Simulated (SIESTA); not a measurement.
## TaN in SIESTA: the effect of strain zz

Crystal: TaN.

```
Ta N
1.0
     2.93800    0.00000    0.00000
    -1.46900    2.54438    0.00000
     0.00000    0.00000    2.76768
Ta N
1 1
Direct
  0.00000 0.00000 0.50000
  0.66667 0.33333 0.00000
```

The cell isn't the ideal one: cell strained along z.

Alike in all runs:

```yaml
Program: SIESTA 5.4.2
Task: band structure
Functional: PBEsol
Potentials_or_basis: PseudoDojo 0.4 standard (PBEsol files)
Basis: DZP (energy shift 0.003 Ry; two zetas on semicore shells)
Grid_cutoff: 800 Ry
Energy_shift: 0.003 Ry
k_mesh: 10 × 10 × 9
Occupations: fermi-dirac, width 0.05 eV
Spin: no spin polarisation
```

```csv
strain zz,pressure (GPa)
-0.04,17.7
-0.02,7.9
0,-0.6
0.02,?
0.04,-14.6
```

Q: What does the run with strain zz 0.02 give?

A: Pressure -8.1 GPa.

Worked out: A parabola through the other rows of the pressure, of slope -349 GPa per unit of strain zz there, gives -8.2 GPa, against the run's -8.1.

Caveats: short orbitals over semicore shells can move pressures by several GPa; the basis of atomic orbitals isn't converged, which shifts pressures, moduli and gaps.

Runs at the PBE level aren't shown here.
